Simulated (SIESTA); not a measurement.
ZrO2 under changes of volume

One of the cells (10.990 Å³/atom); the others are scaled copies at fixed shape and fractional positions:

```
Zr O
1.0
     0.00000    2.54507    2.54507
     2.54507    0.00000    2.54507
     2.54507    2.54507    0.00000
Zr O
1 2
Direct
  0.00000 0.00000 0.00000
  0.75000 0.75000 0.75000
  0.25000 0.25000 0.25000
```

Measurements of this composition are mostly on another form, of space group No. 14.

* Program: SIESTA 5.4.2
* Functional: LDA
* Potentials or basis: PseudoDojo 0.4 standard (LDA files)
* Basis: DZP (energy shift 0.003 Ry; two zetas on semicore shells)
* Grid cutoff: 800 Ry
* Energy shift: 0.003 Ry
* k mesh: 9 × 9 × 9
* Occupations: fermi-dirac, width 0.05 eV
* Spin: no spin polarisation

| volume (Å³/atom) | energy over the lowest point (meV/atom) | pressure (GPa) | gap on the mesh (eV) |
| --- | --- | --- | --- |
| 10.331 | 21.60 | 14.3 | 3.24 |
| 10.551 | 6.58 | 7.7 | 3.19 |
| 10.770 | 0.00 | 2.0 | 3.15 |
| 10.990 | 1.10 | -3.5 | 3.10 |
| 11.210 | 9.06 | -8.0 | 3.05 |
| 11.430 | 23.26 | -12.6 | 3.00 |
| 11.650 | ? | ? | ? |

Question: What does the run at 11.650 Å³/atom give?

Answer: Energy over the lowest point 43.20 meV/atom; pressure -16.4 GPa; gap on the mesh 2.95 eV.

Worked out: A Birch-Murnaghan fit of order 3 (a polynomial in V^(-2/3)) to the other rows has its minimum at 10.85 Å³/atom with B0 = V·E''(V) = 265 GPa and B' = 4.1. It gives 43.09 meV/atom at 11.650 Å³/atom, against the run's 43.20, and -dE/dV = -16.3 GPa, against -16.4. A straight line through the other rows of the gap, of slope -2.36 eV per unit of ln V, extrapolates to 2.96 eV, against the run's 2.95.

Energies are extrapolated to zero smearing.

Caveats: an odd mesh through Γ misses points on the zone boundary, where band edges often lie; the basis of atomic orbitals isn't converged, which shifts pressures, moduli and gaps. Spin-orbit coupling on Zr is left out.
